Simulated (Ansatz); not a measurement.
Runs of Ansatz 0.2.0 on Mo. The typed cell holds 1 atom: a = 2.825 Å, b = 2.722 Å, c = 2.538 Å, α = 89.36°, β = 92.00°, γ = 122.00°. This isn't the form of Mo at room conditions, which is bcc.

```csv
task,level,spin,k mesh,cutoff (eV),points for each segment of the path,mesh quality,gap on the mesh (eV),pressure (GPa)
projected density of states,PBE0,off,6 × 7 × 6,420,-,coarse,none,-5.3
projected density of states,r2SCAN0,off,6 × 7 × 6,500,-,coarse,none,-7.0
projected density of states,LDA,off,6 × 7 × 6,420,-,coarse,none,(a)
projected density of states,r2SCAN,off,6 × 7 × 6,500,-,coarse,none,-1.2
band structure,PBEsol,off,11 × 11 × 10,420,14,not flagged,none,-4.0
projected density of states,PBEsol,off,6 × 7 × 6,420,-,coarse,none,-5.2
band structure,PBEsol,"SOC, no magnetisation",11 × 11 × 10,420,14,not flagged,none,(b)
projected density of states,HSE06,off,6 × 7 × 6,420,-,coarse,none,-5.2
```

Alike in all rows: potentials or basis Ansatz PAW; cell sheared at random, sigma 0.01, atoms nudged by 0.01 Å; smearing fermi-dirac 0.05 eV.

Question: Fill in the values left out.

Answer: (a) -9.5; (b) -3.9.

Caveats: some runs use coarse meshes; the PAW data sets come from PBE, with cores solved anew for the run's functional, which leaves a small shift of forces and pressure; the thresholds are loose for stress (some runs).

A k mesh can miss the band edges, and rows without SOC leave out spin-orbit coupling on Mo.

A gap of «none» marks a metal or a gap under the smearing width.
